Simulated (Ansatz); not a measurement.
KBr under changes of volume

One of the cells (35.937 Å³/atom); the others are scaled copies at fixed shape and fractional positions:

```
Br K
1.0
     0.00000    3.30000    3.30000
     3.30000    0.00000    3.30000
     3.30000    3.30000    0.00000
Br K
1 1
Direct
  0.50000 0.50000 0.50000
  0.00000 0.00000 0.00000
```

```yaml
Program: Ansatz 0.2.0
Functional: PBE
Potentials_or_basis: Ansatz PAW
Cutoff: "420 eV (not typed: the program's choice for these potentials)"
k_mesh: 7 × 7 × 7
Occupations: fermi-dirac, width 0.05 eV
Spin: no spin polarisation
```

| volume (Å³/atom) | energy over the lowest point (meV/atom) | pressure (GPa) | gap on the mesh (eV) |
| --- | --- | --- | --- |
| 33.781 | 20.91 | 1.9 | 4.61 |
| 34.500 | 13.33 | 1.5 | 4.55 |
| 35.218 | 7.64 | 1.1 | 4.49 |
| 35.937 | 3.64 | 0.7 | 4.44 |
| 36.656 | 1.14 | 0.4 | 4.38 |
| 37.374 | 0.00 | 0.1 | 4.33 |
| 38.093 | ? | ? | ? |

What does the run at 38.093 Å³/atom give?

Energy over the lowest point 0.07 meV/atom; pressure -0.1 GPa; gap on the mesh 4.28 eV.

Worked out: A Birch-Murnaghan fit of order 3 (a polynomial in V^(-2/3)) to the other rows has its minimum at 37.69 Å³/atom, just outside them, with B0 = V·E''(V) = 13.5 GPa and B' = 4.8. It gives 0.07 meV/atom at 38.093 Å³/atom, against the run's 0.07, and -dE/dV = -0.1 GPa, against -0.1. A straight line through the other rows of the gap, of slope -2.77 eV per unit of ln V (its deformation potential), extrapolates to 4.28 eV, against the run's 4.28.

Energies are extrapolated to zero smearing.

Caveats: odd divisions of the mesh miss points on the zone boundary, where band edges often lie, so the gap on the mesh can be too wide.

A mesh can miss the band edges. Spin-orbit coupling on Br is left out.
